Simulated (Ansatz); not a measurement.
# Response of Hg to small distortions

```yaml
crystal:
  lattice:
    - [-2.06969, 2.06969, 1.80226]
    - [2.06969, -2.06969, 1.80226]
    - [2.06969, 2.06969, -1.80226]
  atoms:
    - { symbol: Hg, position: [0.00000, 0.00000, 0.00000] }
```

The cell is the one relaxed in the Materials Project (mp-569289), not relaxed further here; entries there can be hypothetical.

Spin–orbit coupling is left out, though it moves levels of the heavy atoms by tenths of an eV or more.

The calculation used DFT, r2SCAN, all-electron PAW with datasets made for the crystal, scalar-relativistic (Ansatz 0.2.0).

The runs use a Γ-centred 13×13×13 k mesh, Fermi–Dirac smearing of 0.08 eV, cutoff 260 eV (chosen by the program for this cell), no spin polarisation.

The unchanged cell is at -1.43 GPa, so energy changes include a term −P ΔV where the volume moves.

In a metal, stresses and small energies carry noise from the k mesh.

x, y and z are the Cartesian axes of the cell as listed; fractional coordinates follow a strain, and an engineering shear is twice the off-diagonal strain component.

(1) With this change (z strained by +2 % at fixed volume), what becomes of the energy and stress?

(2) With this change (x and y strained by +1.5 %, z held), what becomes of the energy and stress?

Results:

(1) Energy change -1 meV/atom; stress change (xx, yy, zz, yz, xz, xy) 0.03, 0.03, -0.07, 0.00, 0.00, 0.00 GPa, compression positive.

(2) Energy change +10 meV/atom; stress change (xx, yy, zz, yz, xz, xy) -0.18, -0.18, -0.12, 0.00, 0.00, 0.00 GPa, compression positive.
